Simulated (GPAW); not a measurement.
Crystal: AlNi.

```
CELL_PARAMETERS angstrom
2.88100 0.00000 0.00000
0.00000 2.88100 0.00000
0.00000 0.00000 2.88100
ATOMIC_POSITIONS crystal
Ni 0.50000 0.50000 0.50000
Al 0.00000 0.00000 0.00000
```

Base run:

* Program: GPAW 26.7.0
* Functional: LDA
* Potentials or basis: PAW data sets generated in the run's folder for this functional
* Cutoff: 600 eV
* Basis: pw
* k mesh: 7 × 7 × 7
* Occupations: fermi-dirac, width 0.05 eV
* Spin: collinear spin, ferromagnetic start
* Starting moments: [1.0, 0.0] μB

Its results: pressure -7.8 GPa; net moment 0.00 μB per cell.

Problem. The run is repeated on the same cell with these changes: functional from LDA to PW91. What comes out?

Solution. Pressure 2.4 GPa; net moment 0.00 μB per cell.

PW91 binds less tightly than LDA, so the same cell stands under more pressure.

Caveats: the stock nickel data set gives pressures a few GPa off other programs.

Not every run made on this cell is shown here.
